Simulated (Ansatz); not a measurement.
## Phase order of Au

Structure types of Au are relaxed in primitive cells with their symmetry kept at 0 GPa, first on PAW files, then by LAPW. The enthalpy is E + pV at zero temperature, without zero-point motion. Only the types listed were tried, and differences under about 5 meV/atom are mesh noise.

All numbers are PBE results (scalar-relativistic) from Ansatz 0.2.0, with Fermi–Dirac smearing of 0.05 eV, no spin polarisation. Methods: LAPW: all electrons, basis error target 0.5 meV/atom; PAW: frozen-core files, cutoff 420 eV.

k meshes: fcc 17×17×17, bcc 18×18×18, hcp 16×16×9, sc 15×15×15, diamond 13×13×13.

Spin–orbit coupling is left out, which matters for the heavy atoms.

Q: Which type is lowest in enthalpy, and by how much?

A: fcc, 10 meV/atom below hcp. The whole table:

```tsv
start type	ends as	a, b, c (Å)	V (Å³/atom)	H − H(lowest), LAPW (meV/atom)	same, PAW
fcc	fcc, Fm-3m	4.157, 4.157, 4.157	17.96	0.0	0.0
bcc	bcc, Im-3m	3.302, 3.302, 3.302	17.99	18.1	18.1
hcp	hcp, P6_3/mmc	2.928, 2.928, 4.851	18.01	10.3	10.3
sc	sc, Pm-3m	2.749, 2.749, 2.749	20.76	197.2	197.1
diamond	diamond, Fd-3m	6.161, 6.161, 6.161	29.24	715.3	714.9
```
